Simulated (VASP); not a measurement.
Write the native input for VASP 6.6.1 that does the following.

```yaml
Task: single point
Functional: LDA
Potentials_or_basis: VASP PAW LDA potentials, release 64 (Fe, Ni)
Cutoff: 520 eV
k_mesh: 5 × 5 × 5
Occupations: methfessel-paxton, width 0.1 eV
Spin: collinear spin, typed start
Starting_moments: "[2.4, 1.0, 1.0, 1.0] μB"
Dipole_correction: no
Further_INCAR_settings: ALGO = Normal; EDIFF = 1e-06; NBANDS = 31
```

The structure of FeNi3 lies in POSCAR:

```
FeNi3
1.0
    0.0000000000      2.7825909340      2.7825909340
    2.7825909340      0.0000000000      2.7825909340
    2.7825909340      2.7825909340      0.0000000000
Fe Ni
1 3
Direct
    0.0000000000      0.0000000000      0.0000000000
    0.7500000000      0.7500000000      0.7500000000
    0.2500000000      0.2500000000      0.2500000000
    0.5000000000      0.5000000000      0.5000000000
```

The cell comes from a database or a generator and needn't be the stable form of this composition.

The input as run:

INCAR

```
SYSTEM = FeNi3
PREC = Accurate
ENCUT = 520
EDIFF = 1E-6
ISMEAR = 1
SIGMA = 0.1
LREAL = .False.
LASPH = .True.
NELM = 150
ALGO = Normal
ISIF = 2
LWAVE = .False.
LCHARG = .False.
ISPIN = 2
MAGMOM = 2.4 1 1 1
LORBIT = 11
LMAXMIX = 4
GGA = CA
NBANDS = 31
```

KPOINTS

```
Automatic mesh
0
Gamma
  5 5 5
  0 0 0
```

Potentials or basis: VASP PAW LDA potentials, release 64 (Fe, Ni).

The run is started by

```bash
$ cat potpaw_LDA.64/Fe/POTCAR potpaw_LDA.64/Ni/POTCAR > POTCAR
$ mpirun -np 1 vasp_std > vasp.out
```

It gave:

```
Pressure                                              : -10.6 GPa
Band gap on the k mesh                                : none (metal or under the smearing width)
Net moment                                            : 3.89 μB per cell
Site moments                                          : Fe +2.65; Ni +0.52, +0.19 μB
Valence electrons inside the program's atomic spheres : Fe 7.18; Ni 9.41
```

Caveat: the k mesh is coarse (spacing up to 0.39 Å⁻¹), so the values aren't converged.

Run time: 49 s on 1 thread of AMD EPYC 7R13 Processor (Zen 3) (shared host), peak memory 0.14 GiB.
